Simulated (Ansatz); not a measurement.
MoP in Ansatz: the effect of Hubbard term

Crystal: MoP.

```xyz
2
Lattice="3.2230 0.0000 0.0000 -1.6115 2.7912 0.0000 0.0000 0.0000 3.1910" Properties=species:S:1:pos:R:3 pbc="T T T"
Mo    0.0000    0.0000    0.0000
P     0.0000    1.8608    1.5955
```

Alike in all runs:

* Program: Ansatz 0.2.0
* Task: single point
* Functional: PBEsol
* Potentials or basis: Ansatz PAW
* Cutoff: 420 eV (not typed: the program's choice for these potentials)
* k mesh: 10 × 10 × 8
* Occupations: fermi-dirac, width 0.05 eV
* Spin: no spin polarisation
* Hubbard projectors: ortho-atomic (the default)
* Double counting: fll (the default)

| Hubbard term | pressure (GPa) |
| --- | --- |
| none | ? |
| Mo d U = 2 eV | -4.5 |
| Mo d U = 3 eV | -4.8 |
| Mo d U = 4 eV | -5.1 |
| Mo d U = 5 eV | -5.3 |
| Mo d U = 6 eV | -5.5 |
| Mo d U = 8 eV | -5.3 |

What does the run with Hubbard term none give?

Pressure -3.8 GPa.

Worked out: A parabola through the other rows of the pressure, of slope -0.62 GPa per eV there, extrapolates to -3.4 GPa, against the run's -3.8.

Caveats: the PAW data sets come from PBE, with cores solved anew for the run's functional, which leaves a small shift of forces and pressure; U without spin polarisation on a metal has little footing (some runs); the U is typed as a test and isn't derived for this compound (some runs).
